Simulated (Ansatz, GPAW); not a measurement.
This is a calculation of Ti3Ni for GPAW 26.7.0 (ASE script). The cell comes from a database or a generator and needn't be the stable form of this composition.

The input run.py:

```python
from ase import Atoms
from ase.dft.bandgap import bandgap
from ase.io import write
from ase.units import Bohr, GPa
from gpaw import GPAW, PW, setup_paths
from gpaw.elf import elf_from_dft_calculation

setup_paths.insert(0, '.')

atoms = Atoms(['Ni', 'Ti', 'Ti', 'Ti'],
              cell=[[3.935175, 0.0, 0.0],
                    [0.0, 3.935175, 0.0],
                    [0.0, 0.0, 3.935175]],
              scaled_positions=[[0.0, 0.0, 0.0],
                                [0.5, 0.5, 0.0],
                                [0.5, 0.0, 0.5],
                                [0.0, 0.5, 0.5]],
              pbc=True)
atoms.set_initial_magnetic_moments([1.0, 1.0, 1.0, 1.0])

calc = GPAW(mode=PW(600),
            xc='PBEsol',
            kpts={'size': (7, 7, 7), 'gamma': True},
            occupations={'name': 'fermi-dirac', 'width': 0.05},
            nbands=47,
            convergence={'density': 1e-05, 'energy': 1e-05},
            maxiter=150,
            txt='gpaw.txt')
atoms.calc = calc
energy = atoms.get_potential_energy()
forces = atoms.get_forces()
stress = atoms.get_stress()
calc.write('gs.gpw')
write('result.traj', atoms)
print(f'Energy: {energy:.6f} eV')
print('Forces (eV/A):')
print(forces.round(4))
print('Stress (GPa):', (stress / GPa).round(3))
print('Moments:', calc.get_magnetic_moments().round(3))
print('Fermi level:', round(calc.get_fermi_level(), 4), 'eV')
print(f'Gap: {bandgap(calc)[0]:.4f} eV, direct: {bandgap(calc, direct=True)[0]:.4f} eV')

# fields on the real-space grid
write('density.cube', atoms, data=calc.get_pseudo_density() * Bohr**3)
write('potential.cube', atoms, data=calc.get_electrostatic_potential())
write('spin.cube', atoms, data=(calc.get_pseudo_density(spin=0) - calc.get_pseudo_density(spin=1)) * Bohr**3)
write('elf.cube', atoms, data=elf_from_dft_calculation(calc).data)
```

Potentials or basis: PAW data sets generated in the run's folder for this functional, pw.

The run is started by

```console
$ gpaw-setup -f PBEsol Ni Ti
$ OMP_NUM_THREADS=1 python run.py
```

Task: Translate it to Ansatz 0.2.0. Potentials or basis there: Ansatz PAW, cutoff 420 eV.

Result: As run (cutoffs and basis follow the program's own potentials, and thresholds, step limits or extra output files can differ):

The input input.yaml:

```yaml
crystal:
  lattice:
    - [3.935175, 0.0, 0.0]
    - [0.0, 3.935175, 0.0]
    - [0.0, 0.0, 3.935175]
  atoms:
    - { symbol: Ni, position: [0.0, 0.0, 0.0], spin: 1.0 }
    - { symbol: Ti, position: [0.5, 0.5, 0.0], spin: 1.0 }
    - { symbol: Ti, position: [0.5, 0.0, 0.5], spin: 1.0 }
    - { symbol: Ti, position: [0.0, 0.5, 0.5], spin: 1.0 }
hamiltonian:
  xc: pbesol
  pseudopotentials: { kind: paw }
magnetization:
  spin_polarized: true
kpoints:
  mp_grid: { grid: [7, 7, 7] }
scf:
  occupations: { method: fermi_dirac, width: 0.05 }
output:
  forces: true
  stress: true
  eigenvalues: true
  write_density: true
  write_potential: true
  elf: true
  volumetric_format: npy
```

Potentials or basis: Ansatz PAW.

Run with:

```bash
$ ansatz run input.yaml --threads 1 --pin off --max-ram 3584MiB --backend cpu --events-out ev --progress --plain --runs-dir out
```

Both were run:

|  | GPAW | Ansatz |
| --- | --- | --- |
| Pressure | -5.3 GPa | -5.1 GPa |
| Net moment | 0.00 μB per cell | 0.00 μB per cell |

Ansatz's pressure holds a Pulay term of +0.02 GPa for its cutoff of 420 eV, which the other run lacks.

The potentials hold 52 and 54 valence electrons a cell.

Ansatz's potentials were made for PBE.

Where Ansatz's input types no cutoff or centring, it takes its own default and a Γ-centred mesh.

The magnetic state is the one that the start led to; the real crystal's order can differ.

Pressure is positive in compression.
